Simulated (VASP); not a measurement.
Runs of VASP 6.6.1 on ZrO2. The structure is cubic, space group Fm-3m (No. 225). The conventional cell has a = 5.117 Å, b = 5.117 Å, c = 5.117 Å, α = 90.00°, β = 90.00°, γ = 90.00°. Around Zr (site symmetry m-3m) lie 8 O at 2.22 Å. O (site symmetry -43m) is surrounded by 4 Zr at 2.22 Å. The cell was built by a generator and needn't be a form met in nature.

```csv
task,level,spin,cell,k mesh,cutoff (eV),grid for exact exchange (PRECFOCK),exchange at q = 0,screening parameter,gap on the mesh (eV),pressure (GPa)
electrostatic potential,PBE,off,"Fm-3m, 11.17 Å³/atom",10 × 10 × 10,520,-,-,-,3.31,0.1
electrostatic potential,PBE,"non-collinear, zero start, SOC","Fm-3m, 11.17 Å³/atom",10 × 10 × 10,520,-,-,-,-,(a)
band structure,PBE0,off,"Fm-3m, 11.17 Å³/atom",6 × 6 × 6,520,Fast,truncated,-,5.66,-6.4
band structure,HSE06,off,"Fm-3m, 11.17 Å³/atom",8 × 8 × 8,520,Fast,-,0.2 1/A,(b),-6.5
relaxation of cell and atoms,PBE,off,relaxed,10 × 10 × 10,600,-,-,-,3.31,-0.1
```

Alike in all rows: potentials or basis VASP PAW PBE potentials, release 64 (Zr_sv, O); smearing gaussian 0.02 eV.

Problem. Estimate the missing entries.

Solution. (a) 0.2; (b) 4.94.

Caveats: the PAW data sets were made with another functional, which shifts forces and pressure a little (some runs).

A k mesh can miss the band edges, and rows without SOC leave out spin-orbit coupling on Zr.
